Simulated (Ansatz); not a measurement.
CdO, DFT, PBE, all-electron LAPW, scalar-relativistic (Ansatz 0.2.0), run on 1 thread of Intel(R) Xeon(R) Platinum 8259CL CPU @ 2.50GHz (Skylake/Cascade Lake) on a shared host.

The structure comes from a relaxation in the same program, started in the rocksalt type, and has space group Fm-3m. Whether it is a known phase or the ground state wasn't checked.

Command: `ansatz run input.yaml --threads 1 --pin off --max-ram 2048MiB --backend cpu --events-out ev --progress --plain --runs-dir out`

```yaml
crystal:
  lattice:
    - [0.0, 2.3839630359, 2.3839630359]
    - [2.3839630359, 0.0, 2.3839630359]
    - [2.3839630359, 2.3839630359, 0.0]
  atoms:
    - { symbol: Cd, position: [0.0, 0.0, 0.0] }
    - { symbol: O, position: [0.5, 0.5, 0.5] }
kpoints:
  mp_grid: { grid: [16, 16, 16] }
  band_path:
    path:
      - [0.0, 0.0, 0.0]
      - [0.5, 0.0, 0.5]
      - [0.625, 0.25, 0.625]
      - [0.375, 0.375, 0.75]
      - [0.0, 0.0, 0.0]
      - [0.5, 0.5, 0.5]
      - [0.5, 0.25, 0.75]
      - [0.5, 0.0, 0.5]
    npoints: 14
scf:
  occupations: { method: fermi_dirac, width: 0.08 }
hamiltonian:
  xc: pbe
  pseudopotentials: { kind: all_electron, lapw: { basis_error: 0.001 } }
output:
  forces: true
  stress: true
  eigenvalues: true
  populations: true
  dos: { projected: true, de: 0.2, e_range: [-14, 8] }
```

Question: How large is the problem that the program sets up?

Answer: 145 irreducible k-points, 331 plane waves at Γ, 22 bands.

Question: Estimate the wall time.

Answer: 32 s of wall time for 7 SCF iterations. Times on shared machines scatter by tens of per cent.

Question: And the same cell and mesh by frozen-core PAW, asked for forces, stress, eigenvalues, efg, populations, bader, dos, write_density, write_potential, elf and the same band path, on the same hardware?

Answer: 18 s.

Question: And the same cell and mesh by crystal-made all-electron datasets, asked for forces, stress, eigenvalues, efg and the same band path, on the same hardware?

Answer: 27 s.
